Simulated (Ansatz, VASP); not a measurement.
## One calculation of Mg, two programs

INCAR

```
SYSTEM = Mg
ALGO = Normal ; EDIFF = 1E-7
EDIFFG = -0.01 ; ENCUT = 600
GGA = PE ; IBRION = 2
ISIF = 3 ; ISMEAR = 0
LASPH = .TRUE. ; LCHARG = .FALSE.
LREAL = .FALSE. ; LWAVE = .FALSE.
NELM = 100 ; NSW = 100
PREC = Accurate ; SIGMA = 0.1
```

Contents of KPOINTS:

```
k-points
0
G
  12 12 12
  0 0 0
```

File POSCAR:

```
Mg
1.0
   -2.8709216966      2.8709216966      2.8709216966
    2.8709216966     -2.8709216966      2.8709216966
    2.8709216966      2.8709216966     -2.8709216966
Mg
3
Direct
    0.0000000000      0.5000000000      0.5000000000
    0.5000000000      0.0000000000      0.5000000000
    0.5000000000      0.5000000000      0.0000000000
```

Input for Ansatz:

```yaml
crystal:
  lattice:
    - [-2.8709216966, 2.8709216966, 2.8709216966]
    - [2.8709216966, -2.8709216966, 2.8709216966]
    - [2.8709216966, 2.8709216966, -2.8709216966]
  atoms:
    - { symbol: Mg, position: [0.0, 0.5, 0.5] }
    - { symbol: Mg, position: [0.5, 0.0, 0.5] }
    - { symbol: Mg, position: [0.5, 0.5, 0.0] }
basis:
  ecutwfc: 420
kpoints:
  mp_grid: { grid: [12, 12, 12] }
hamiltonian:
  xc: pbe
scf:
  occupations: { method: gaussian, width: 0.1 }
output:
  forces: true
  stress: true
  eigenvalues: true
relax:
  adjacent_minimum: "off"
  f_tol: 0.01
  max_steps: 80
  cell: { stress_tol: 0.05 }
```

Alike in both runs: task relaxation of cell and atoms; functional PBE; k mesh 12 × 12 × 12; occupations gaussian, width 0.1 eV; no spin polarisation.

|  | VASP | Ansatz |
| --- | --- | --- |
| version | VASP 6.6.1 | Ansatz 0.2.0 |
| potentials or method | VASP PAW PBE potentials, release 64 (Mg) | scalar-relativistic, plane waves, PAW |
| plane-wave cutoff (eV) | 600 | 420 |
| valence electrons in the cell | 6 | 30 |

Ansatz gave:

* gap on the k mesh at the Fermi level, each at its own relaxed structure (eV): none
* relaxed volume (Å³/atom): 32.15
* relaxed cell length with the largest relative difference (Å): 5.004

Q: Estimate VASP's values.

A: gap on the k mesh at the Fermi level, each at its own relaxed structure (eV): none; relaxed volume (Å³/atom): 32.12; relaxed cell length with the largest relative difference (Å): 5.002.

A gap of «none» marks a metal or a gap that the smearing closes. The two sets of potentials don't hold the same shells in valence.
